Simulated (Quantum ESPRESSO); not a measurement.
**Pd under changes of volume**

One of the cells (15.547 Å³/atom); the others are scaled copies at fixed shape and fractional positions:

```
CELL_PARAMETERS angstrom
-1.57228 1.57228 1.57228
1.57228 -1.57228 1.57228
1.57228 1.57228 -1.57228
ATOMIC_POSITIONS crystal
Pd 0.00000 0.00000 0.00000
```

This isn't the form of Pd at room conditions, which is fcc.

```yaml
Program: Quantum ESPRESSO 7.5
Functional: r2SCAN
Potentials_or_basis: SG15 PBE 1.2
Cutoff: 952 eV
Density_cutoff: 3810 eV
k_mesh: 9 × 9 × 9
Occupations: fermi-dirac, width 0.05 eV
Spin: no spin polarisation
```

```tsv
volume (Å³/atom)	energy over the lowest point (meV/atom)	pressure (GPa)
14.614	3.56	4.0
14.925	0.00	-0.1
15.236	3.97	-3.7
15.547	?	?
15.858	30.75	-9.6
16.169	51.98	-12.0
16.480	77.52	-14.1
```

Question: What does the run at 15.547 Å³/atom give?

Answer: Energy over the lowest point 14.50 meV/atom; pressure -6.9 GPa.

Worked out: A Birch-Murnaghan fit of order 3 (a polynomial in V^(-2/3)) to the other rows has its minimum at 14.91 Å³/atom with B0 = V·E''(V) = 187 GPa and B' = 5.6. It gives 14.50 meV/atom at 15.547 Å³/atom, against the run's 14.50, and -dE/dV = -7.0 GPa, against -6.9.

Energies are extrapolated to zero smearing.

Caveats: the potentials were made for another functional, which shifts forces and pressure.
